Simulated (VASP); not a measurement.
# GaN (P6_3mc) in VASP: a series of runs, part 3 of 3

VASP 6.6.1. Earlier steps stand in the parts before.

**5. EvGW0 quasiparticle levels, LDA**

POSCAR reads:

```
GaN
1.0
    3.1800000000      0.0000000000      0.0000000000
   -1.5900000000      2.7539607840      0.0000000000
    0.0000000000      0.0000000000      5.1660000000
Ga N
2 2
Direct
    0.6666666667      0.3333333333      0.5000000000
    0.3333333333      0.6666666667      0.0000000000
    0.6666666667      0.3333333333      0.8750000000
    0.3333333333      0.6666666667      0.3750000000
```

INCAR.step1 reads:

```
PREC = Accurate ; ENCUT = 450
EDIFF = 1E-8 ; ISMEAR = 0
SIGMA = 0.01 ; LREAL = False
LASPH = True ; NELM = 80
ALGO = Fast ; LWAVE = True
LCHARG = False
```

INCAR.step2 reads:

```
PREC = Accurate ; ENCUT = 450
EDIFF = 1E-8 ; ISMEAR = 0
SIGMA = 0.01 ; LREAL = False
LASPH = True ; NELM = 1
ALGO = Exact ; LWAVE = True
LCHARG = False ; NBANDS = 97
LOPTICS = True ; ISTART = 1
```

INCAR.step3 reads:

```
PREC = Accurate ; ENCUT = 450
EDIFF = 1E-8 ; ISMEAR = 0
SIGMA = 0.01 ; LREAL = False
LASPH = True ; ALGO = EVGW0
LWAVE = False ; LCHARG = False
NELMGW = 4 ; NBANDS = 97
ENCUTGW = 120 ; NOMEGA = 64
PRECFOCK = Fast ; ISTART = 1
NBANDSGW = 26
```

KPOINTS reads:

```
regular mesh
0
Gamma
  5 5 3
```

Potentials or basis: VASP PAW LDA potentials, release 64 (Ga_d_GW, N_GW).

On the command line:

```bash
cat potpaw_LDA.64/Ga_d_GW/POTCAR potpaw_LDA.64/N_GW/POTCAR > POTCAR
cp INCAR.step1 INCAR
mpirun -np 1 vasp_std > vasp.out
cp INCAR.step2 INCAR
mpirun -np 1 vasp_std > vasp.out
cp INCAR.step3 INCAR
mpirun -np 1 vasp_std > vasp.out
```

OUTCAR:

```text
PREC = Accurate
   ENCUT = 450
   EDIFF = 1E-8
   ISMEAR = 0
   LREAL = False
   LASPH = True
   NELMGW = 4
   ENCUTGW = 120
   PRECFOCK = Fast
   ISTART = 1

 ion  position               nearest neighbor table
   1  0.667  0.333  0.500-   3 1.94   4 1.95   4 1.95   4 1.95
   2  0.333  0.667  0.000-   4 1.94   3 1.95   3 1.95   3 1.95
   3  0.667  0.333  0.875-   1 1.94   2 1.95   2 1.95   2 1.95
   4  0.333  0.667  0.375-   2 1.94   1 1.95   1 1.95   1 1.95

  LATTYP: Found a hexagonal cell.
 ALAT       =     3.1800000000
 C/A-ratio  =     1.6245283019

  Lattice vectors:

 A1 = (   3.1800000000,   0.0000000000,   0.0000000000)
 A2 = (  -1.5900000000,   2.7539607840,   0.0000000000)
 A3 = (   0.0000000000,   0.0000000000,   5.1660000000)

Analysis of symmetry for initial positions (statically):
=====================================================================
 Subroutine PRICEL returns:
 Original cell was already a primitive cell.

 Routine SETGRP: Setting up the symmetry group for a
 hexagonal supercell.

 Subroutine GETGRP returns: Found 12 space group operations
 (whereof  6 operations were pure point group operations)
 out of a pool of 24 trial point group operations.

The static configuration has the point symmetry C_3v.
 The point group associated with its full space group is C_6v.

Analysis of symmetry for dynamics (positions and initial velocities):
=====================================================================
 Subroutine PRICEL returns:
 Original cell was already a primitive cell.

 Routine SETGRP: Setting up the symmetry group for a
 hexagonal supercell.

 Subroutine GETGRP returns: Found 12 space group operations
 (whereof  6 operations were pure point group operations)
 out of a pool of 24 trial point group operations.

The dynamic configuration has the point symmetry C_3v.
 The point group associated with its full space group is C_6v.

 Subroutine INISYM returns: Found 12 space group operations
 (whereof  6 operations are pure point group operations),
 and found     1 'primitive' translations

----------------------------------------------------------------------------------------

                                     Primitive cell

  volume of cell :      45.2417

  direct lattice vectors                    reciprocal lattice vectors
     3.180000000  0.000000000  0.000000000     0.314465409  0.181556688  0.000000000
    -1.590000000  2.753960784  0.000000000     0.000000000  0.363113377  0.000000000
     0.000000000  0.000000000  5.166000000     0.000000000  0.000000000  0.193573364

  length of vectors
     3.180000000  3.180000000  5.166000000     0.363113377  0.363113377  0.193573364

  position of ions in fractional coordinates (direct lattice)
     0.666666667  0.333333333  0.500000000
     0.333333333  0.666666667  0.000000000
     0.666666667  0.333333333  0.875000000
     0.333333333  0.666666667  0.375000000

  ion indices of the primitive-cell ions
   primitive index   ion index
                 1           1
                 2           2
                 3           3
                 4           4

----------------------------------------------------------------------------------------

 KPOINTS: regular mesh

Automatic generation of k-mesh.
 Grid dimensions read from file:
 generate k-points for:    5    5    3

 Generating k-lattice:

  Cartesian coordinates                     Fractional coordinates (reciprocal lattice)
     0.062893082  0.036311338  0.000000000     0.200000000 -0.000000000  0.000000000
     0.000000000  0.072622675  0.000000000     0.000000000  0.200000000  0.000000000
     0.000000000  0.000000000  0.064524455     0.000000000  0.000000000  0.333333333

  Length of vectors
     0.072622675  0.072622675  0.064524455

  Shift w.r.t. Gamma in fractional coordinates (k-lattice)
     0.000000000  0.000000000  0.000000000

 Subroutine IBZKPT returns following result:
 ===========================================

 Found     10 irreducible k-points:

 Following reciprocal coordinates:
            Coordinates               Weight
  0.000000  0.000000  0.000000      1.000000
  0.200000  0.000000  0.000000      6.000000
  0.400000  0.000000  0.000000      6.000000
  0.200000  0.200000  0.000000      6.000000
  0.400000  0.200000  0.000000      6.000000
  0.000000  0.000000  0.333333      2.000000
  0.200000  0.000000  0.333333     12.000000
  0.400000  0.000000  0.333333     12.000000
  0.200000  0.200000  0.333333     12.000000
  0.400000  0.200000  0.333333     12.000000
   k-points           NKPTS =     10   k-points in BZ     NKDIM =     75   number of bands    NBANDS=     97
   number of dos      NEDOS =    301   number of ions     NIONS =      4
   total plane-waves  NPLWV =  20736
   dimension x,y,z NGX =    24 NGY =   24 NGZ =   36
   dimension x,y,z NGXF=    48 NGYF=   48 NGZF=   72
   ions per type =               2   2
   NGX,Y,Z   is equivalent  to a cutoff of  12.55, 12.55, 11.59 a.u.
   NGXF,Y,Z  is equivalent  to a cutoff of  25.09, 25.09, 23.17 a.u.
 SYSTEM =  unknown system
   PREC   = accura    normal or accurate (medium, high low for compatibility)
   ISTART =      1    job   : 0-new  1-cont  2-samecut
   ICHARG =      0    charge: 1-file 2-atom 10-const
   ISPIN  =      1    spin polarized calculation?
   LNONCOLLINEAR =      F non collinear calculations
   LSORBIT =      F    spin-orbit coupling
   LASPH  =      T    aspherical Exc in radial PAW
   ENCUT  =  450.0 eV  33.07 Ry    5.75 a.u.   5.50  5.50  8.94*2*pi/ulx,y,z
   NELM   =     60;   NELMIN=  2; NELMDL=  0     # of ELM steps
   EDIFF  = 0.1E-07   stopping-criterion for ELM
   LREAL  =      F    real-space projection
   EDIFFG = 0.1E-06   stopping-criterion for IOM
   NSW    =      0    number of steps for IOM
   IBRION =     -1    ionic relax: 0-MD 1-quasi-New 2-CG
   NFREE  =      0    steps in history (QN), initial steepest desc. (CG)
   ISIF   =      0    stress and relaxation
   ISYM   =      3    0-nonsym 1-usesym 2-fastsym
   POTIM  = 0.5000    time-step for ionic-motion
   TEBEG  =    0.0;   TEEND  =   0.0 temperature during run
   PSTRESS=    0.0 pullay stress
   NELECT =      36.0000    total number of electrons
   NUPDOWN=      -1.0000    fix difference up-down
   EMIN   =  10.00;   EMAX   =-10.00  energy-range for DOS
   EFERMI =   0.00;   METHOD = LEGACY
   ISMEAR =     0;   SIGMA  =   0.01  broadening in eV -4-tet -1-fermi 0-gaus
   EFERMI_NEDOS =   21; number of points for ismear=-14 and -15
   IALGO  =     38    algorithm
   IMIX   =      4    mixing-type and parameters
     AMIX     =   0.40;   BMIX     =  1.00
     AMIX_MAG =   1.60;   BMIX_MAG =  1.00
  volume/ion in A,a.u.               =      11.31        76.33
  Fermi-wavevector in a.u.,A,eV,Ry     =   1.517036  2.866782 31.312427  2.301398
  Thomas-Fermi vector in A             =   2.626345
   LORBIT       =      0    0 simple, 1 ext, 2 COOP (PROOUT), +10 PAW based schemes
   GGA     = CA    functional components
   LHFCALC =     T    Hartree Fock is set to
   PRECFOCK=fast      Normal, Fast or Accurate (Low or Medium for compatibility)
   ENCUT4O =  -1.0   cutoff for four orbital integrals eV
   NKREDX  =     1    reduce k-point grid by
   NKREDY  =     1    reduce k-point grid by
   NKREDZ  =     1    reduce k-point grid by
   AEXX    =    1.0000 exact exchange contribution
   HFSCREEN=    0.0000 screening length (either q_TF or 0.3 A-1)
   HFSCREENC=   0.0000 screening length for correlation (either q_TF or 0.3 A-1)
   ENCUTFOCK=  -1.0 apply spherical cutoff to Coloumb kernel
   IVDW    =     0    specifies the selected vdW correction
   LEPSILON=     F    determine dielectric tensor
   LRPA    =     F    only Hartree local field effects (RPA)
   LRPAFORCE           =     F    calculate RPA forces
   ENCUTGW             = 120.0    cutoff for response function in eV
   ENCUTGWSOFT         =  96.0    soft cutoff for Coulomb kernel in GW response function in eV
   ENCUTLF             =  -1.0    cutoff for local field effects
   NELMGW              =     4    number of iterations in solving QP/BSE equation
   NELMHF              =     1    number of iterations in the inner HF iteration
   NKREDLFX            =     1    NKREDLFY  =   1   NKREDLFZ  =   1
 non-spin polarized calculation
 Gauss-broadening in eV      SIGMA  =   0.01
  energy-cutoff  :      450.00
  volume of cell :       45.24
 maximum number of plane-waves:      1002
 NGX is ok and might be reduce to    24
  NGX = 14; NGY = 14; NGZ = 24
   NGX = 11   NGY = 11   NGZ = 17
 maximum number of plane-waves:       139
 NGX is ok and might be reduce to    14

 QP shifts <psi_nk| G(iteration)W_0 |psi_nk>: iteration 1
 for sc-GW calculations column KS-energies equals QP-energies in previous step
 and V_xc(KS)=  KS-energies - (<T + V_ion + V_H > + <T+V_H+V_ion>^1  + <V_x>^1)

 k-point   1 :       0.0000    0.0000    0.0000
  band No.  KS-energies  QP-energies   sigma(KS)   V_xc(KS)     V^pw_x(r,r')   Z            occupation Imag(sigma)

      1     -10.9491     -11.7839     -16.0958     -14.8311     -24.4162       0.6601       2.0000       1.0241
      2     -10.0727     -11.8272     -20.9285     -18.4130     -29.7217       0.6975       2.0000       0.6428
      3      -8.6417     -11.5727     -25.6862     -21.6634     -34.7804       0.7286       2.0000       0.2089
      4      -8.6195     -11.5474     -25.7029     -21.6823     -34.7954       0.7282       2.0000       0.2093
      5      -8.6195     -11.5474     -25.7029     -21.6823     -34.7954       0.7282       2.0000       0.2093
      6      -8.5562     -11.5133     -25.7965     -21.7458     -34.8762       0.7300       2.0000       0.2017
[... 18 lines left out ...]
     25      16.5677      17.9361     -10.9211     -12.6872      -5.6617       0.7748       0.0000      -0.1455
     26      16.5677      17.9361     -10.9211     -12.6872      -5.6617       0.7748       0.0000      -0.1455
[... 1150 lines left out ...]
      1     -12.4936     -12.5313     -21.3746       8.8273     -30.2711       0.7033       2.0000       0.7436
      2     -12.5517     -12.5902     -21.7659       9.1594     -30.7235       0.7043       2.0000       0.7124
      3     -12.4337     -12.4804     -25.5847      13.0869     -34.7117       0.7288       2.0000       0.2605
      4     -12.4181     -12.4449     -25.6754      13.2205     -34.8696       0.7281       2.0000       0.2638
      5     -12.3832     -12.4484     -25.6736      13.2011     -34.8023       0.7304       2.0000       0.2473
      6     -12.3083     -12.3526     -25.8675      13.4984     -35.1220       0.7298       2.0000       0.2631
[... 18 lines left out ...]
     25      18.7649      18.7700     -10.9193      29.6909      -5.3753       0.7679       0.0000      -0.2014
     26      19.6377      19.6437     -11.5582      31.2039      -5.5050       0.7509       0.0000      -0.2901
```

Run time: 14 min. Hardware: 1 thread of Intel Xeon Platinum 8488C (Sapphire Rapids), shared host; peak memory 0.4 GiB.

Results:

```
Band gap on the k mesh, mean-field level : 1.98 eV, direct
Quasiparticle gap                        : 3.37 eV
Least direct quasiparticle gap           : 3.37 eV
```

Levels at points of the mesh, in eV from the valence-band top:
| k point | band 16 | band 17 | band 18 | band 19 | band 20 | band 21 |
| --- | --- | --- | --- | --- | --- | --- |
| (0.00, 0.00, 0.00) | -0.06 | 0.00 | 0.00 | 1.98 | 4.20 | 9.10 |

Quasiparticle gap after each update of the energies (eV): 3.16, 3.34, 3.37, 3.37

Caveat: the k mesh is coarse (spacing up to 0.46 Å⁻¹), so the values aren't converged; the cutoff is under 1.25 times the usual one of these potentials, so pressure, stress and relaxed cells hold a basis-set (Pulay) error; bands, screening cutoff and mesh are small and nothing is extrapolated, so the quasiparticle values aren't converged.

**6. Band structure, PBE**

POSCAR is that of step 5.

INCAR.step1 reads:

```
SYSTEM = GaN
PREC = Accurate
ENCUT = 520
EDIFF = 1E-6
ISMEAR = -1
SIGMA = 0.05
LREAL = .False.
LASPH = .True.
NELM = 80
ALGO = Fast
ISIF = 2
LWAVE = .False.
LCHARG = .True.
GGA = PE
NBANDS = 26
```

KPOINTS.step1 reads:

```
Automatic mesh
0
Gamma
  7 7 4
  0 0 0
```

INCAR.step2 reads:

```
SYSTEM = GaN
PREC = Accurate
ENCUT = 520
EDIFF = 1E-6
ISMEAR = 0
SIGMA = 0.05
LREAL = .False.
LASPH = .True.
NELM = 80
ALGO = Fast
ISIF = 2
LWAVE = .False.
LCHARG = .False.
GGA = PE
NBANDS = 26
ICHARG = 11
```

KPOINTS.step2 reads:

```
path GMKGALHA,LM,KH
10
line-mode
reciprocal
 0.0000000000  0.0000000000  0.0000000000  G
 0.5000000000  0.0000000000  0.0000000000  M

 0.5000000000  0.0000000000  0.0000000000  M
 0.3333333333  0.3333333333  0.0000000000  K

 0.3333333333  0.3333333333  0.0000000000  K
 0.0000000000  0.0000000000  0.0000000000  G

 0.0000000000  0.0000000000  0.0000000000  G
 0.0000000000  0.0000000000  0.5000000000  A

 0.0000000000  0.0000000000  0.5000000000  A
 0.5000000000  0.0000000000  0.5000000000  L

 0.5000000000  0.0000000000  0.5000000000  L
 0.3333333333  0.3333333333  0.5000000000  H

 0.3333333333  0.3333333333  0.5000000000  H
 0.0000000000  0.0000000000  0.5000000000  A

 0.5000000000  0.0000000000  0.5000000000  L
 0.5000000000  0.0000000000  0.0000000000  M

 0.3333333333  0.3333333333  0.0000000000  K
 0.3333333333  0.3333333333  0.5000000000  H
```

Potentials or basis: VASP PAW PBE potentials, release 64 (Ga_d, N).

On the command line:

```bash
cat potpaw_PBE.64/Ga_d/POTCAR potpaw_PBE.64/N/POTCAR > POTCAR
cp INCAR.step1 INCAR
cp KPOINTS.step1 KPOINTS
mpirun -np 1 vasp_std > vasp.out
cp INCAR.step2 INCAR
cp KPOINTS.step2 KPOINTS
mpirun -np 1 vasp_std > vasp.out
```

OUTCAR:

```text
SYSTEM = GaN
   PREC = Accurate
   ENCUT = 520
   EDIFF = 1E-6
   ISMEAR = 0
   LREAL = .False.
   LASPH = .True.
   NELM = 80
   ISIF = 2
   GGA = PE
   ICHARG = 11

 ion  position               nearest neighbor table
   1  0.667  0.333  0.500-   3 1.94   4 1.95   4 1.95   4 1.95
   2  0.333  0.667  0.000-   4 1.94   3 1.95   3 1.95   3 1.95
   3  0.667  0.333  0.875-   1 1.94   2 1.95   2 1.95   2 1.95
   4  0.333  0.667  0.375-   2 1.94   1 1.95   1 1.95   1 1.95

  LATTYP: Found a hexagonal cell.
 ALAT       =     3.1800000000
[... 891 lines left out ...]
  Direction    XX          YY          ZZ          XY          YZ          ZX
  --------------------------------------------------------------------------------------
  -------------------------------------------------------------------------------------
  Total        2.7595651      2.7595651      2.6447278      0.0000000      0.0000000      0.0000000
  in kB       97.7264108     97.7264108     93.6595985      0.0000000      0.0000000      0.0000000
  external PRESSURE =      96.3708067 kB  Pullay stress =       0.0000000 kB

 VOLUME and BASIS-vectors are now :
 -----------------------------------------------------------------------------
  energy-cutoff  :      520.00
  volume of cell :       45.24
      direct lattice vectors                 reciprocal lattice vectors
     3.180000000  0.000000000  0.000000000     0.314465409  0.181556688  0.000000000
    -1.590000000  2.753960784  0.000000000     0.000000000  0.363113377  0.000000000
     0.000000000  0.000000000  5.166000000     0.000000000  0.000000000  0.193573364

 POSITION                                       TOTAL-FORCE (eV/Angst)
 -----------------------------------------------------------------------------------
      1.59000      0.91799      2.58300         0.000000     -0.000000      0.053560
     -0.00000      1.83597      0.00000        -0.000000      0.000000      0.053560
      1.59000      0.91799      4.52025         0.000000      0.000000     -0.053560
     -0.00000      1.83597      1.93725        -0.000000      0.000000     -0.053560
 -----------------------------------------------------------------------------------
    total drift:                               -0.000001     -0.000001     -0.110715

  FREE ENERGIE OF THE ION-ELECTRON SYSTEM (eV)
  ---------------------------------------------------
  free  energy   TOTEN  =       -23.2641096024 eV

  energy  without entropy=      -23.2641096024  energy(sigma->0) =      -23.26410960
```

OUTCAR.step1:

```text
SYSTEM = GaN
   PREC = Accurate
   ENCUT = 520
   EDIFF = 1E-6
   ISMEAR = -1
   LREAL = .False.
   LASPH = .True.
[... 926 lines left out ...]
     -0.00000      1.83597      0.00000        -0.000000      0.000000     -0.134600
      1.59000      0.91799      4.52025        -0.000000      0.000000      0.134600
     -0.00000      1.83597      1.93725         0.000000     -0.000000      0.134600
 -----------------------------------------------------------------------------------
    total drift:                               -0.000001     -0.000001     -0.000640

  FREE ENERGIE OF THE ION-ELECTRON SYSTEM (eV)
  ---------------------------------------------------
  free  energy   TOTEN  =       -24.2836906565 eV

  energy  without entropy=      -24.2836906564  energy(sigma->0) =      -24.28369066
```

Run time: 34 s. Hardware: 1 thread of Intel Xeon 6975P-C (Granite Rapids), shared host; peak memory 0.2 GiB.

What came out:

- Band gap on the k mesh: 1.97 eV, direct
- Band gap along the path: 1.97 eV, direct

Levels at the corners of the path, in eV from the valence-band top:
```csv
point,band 15,band 16,band 17,band 18,band 19,band 20,band 21,band 22
Γ,-1.06,-0.06,0.00,0.00,1.97,4.30,9.26,9.92
M,-4.28,-2.78,-2.26,-0.99,5.07,5.61,6.07,8.67
M,-4.28,-2.78,-2.26,-0.99,5.07,5.61,6.07,8.67
K,-5.34,-3.04,-3.04,-2.72,5.13,7.87,7.87,8.44
K,-5.34,-3.04,-3.04,-2.72,5.13,7.87,7.87,8.44
Γ,-1.06,-0.06,0.00,0.00,1.97,4.30,9.26,9.92
Γ,-1.06,-0.06,0.00,0.00,1.97,4.30,9.26,9.92
A,-0.55,-0.55,-0.55,-0.55,4.29,4.29,8.54,8.54
A,-0.55,-0.55,-0.55,-0.55,4.29,4.29,8.54,8.54
L,-1.96,-1.96,-1.93,-1.93,4.42,4.42,7.84,7.84
L,-1.96,-1.96,-1.93,-1.93,4.42,4.42,7.84,7.84
H,-4.23,-4.23,-1.51,-1.51,6.49,6.49,7.33,7.33
H,-4.23,-4.23,-1.51,-1.51,6.49,6.49,7.33,7.33
A,-0.55,-0.55,-0.55,-0.55,4.29,4.29,8.54,8.54
L,-1.96,-1.96,-1.93,-1.93,4.42,4.42,7.84,7.84
M,-4.28,-2.78,-2.26,-0.99,5.07,5.61,6.07,8.67
K,-5.34,-3.04,-3.04,-2.72,5.13,7.87,7.87,8.44
H,-4.23,-4.23,-1.51,-1.51,6.49,6.49,7.33,7.33
```

Caveat: the log is that of the step along the path at fixed density, whose energy, stress, charges and moments have no meaning.

**7. The runs side by side**

```csv
task,level,potentials or basis,spin,k mesh,cutoff (eV),smearing,ladder,cutoff of the response function,frequency points,empty bands,GW scheme,mesh quality,pressure (GPa),largest force (eV/Å)
band structure,LDA,"VASP PAW LDA potentials, release 64 (Ga_d, N)","SOC, no magnetisation",8 × 8 × 4,520,gaussian 0.02 eV,gaps,-,-,-,-,not flagged,-3.4,0.13
band structure,r2SCAN,"VASP PAW PBE potentials, release 64 (Ga_d, N)","SOC, no magnetisation",8 × 8 × 4,520,gaussian 0.02 eV,gaps,-,-,-,-,not flagged,2.2,0.14
band structure,TB-mBJ,"VASP PAW PBE potentials, release 64 (Ga_d, N)","SOC, no magnetisation",8 × 8 × 4,520,gaussian 0.02 eV,gaps,-,-,-,-,not flagged,-,-
evGW0 quasiparticle levels,LDA,"VASP PAW LDA potentials, release 64 (Ga_d_GW, N_GW)",off,5 × 5 × 3,450,gaussian 0.01 eV,-,120,64,79,evGW0,coarse,-,-
band structure,PBE,"VASP PAW PBE potentials, release 64 (Ga_d, N)",off,7 × 7 × 4,520,fermi-dirac 0.05 eV,-,-,-,-,-,not flagged,-,-
```

Alike in all rows: cell as given.

Caveats: some runs use coarse meshes; the PAW data sets were made with another functional, which shifts forces and pressure a little (some runs); the cutoff is under 1.25 times the usual one of these potentials, so pressure, stress and relaxed cells hold a basis-set (Pulay) error (some runs); bands, screening cutoff and mesh are small and nothing is extrapolated, so the quasiparticle values aren't converged (some runs).

Absolute energies hang on the potentials; compare differences alone.

**8. Comparison with measurements**

Step 6. Against the measured gap of GaN, 3.503 eV (direct; quoted in “Studying electronic properties in GaN without electrical contacts using γ-γ vs e−-γ Perturbed Angular Correlations”, 2019, pmc:6823545), the calculated 1.97 eV is off by -1.53 eV. Spin-orbit coupling on Ga is left out. The value is that of PBE, without temperature or zero-point motion. Semilocal functionals fall short of measured gaps as a rule.
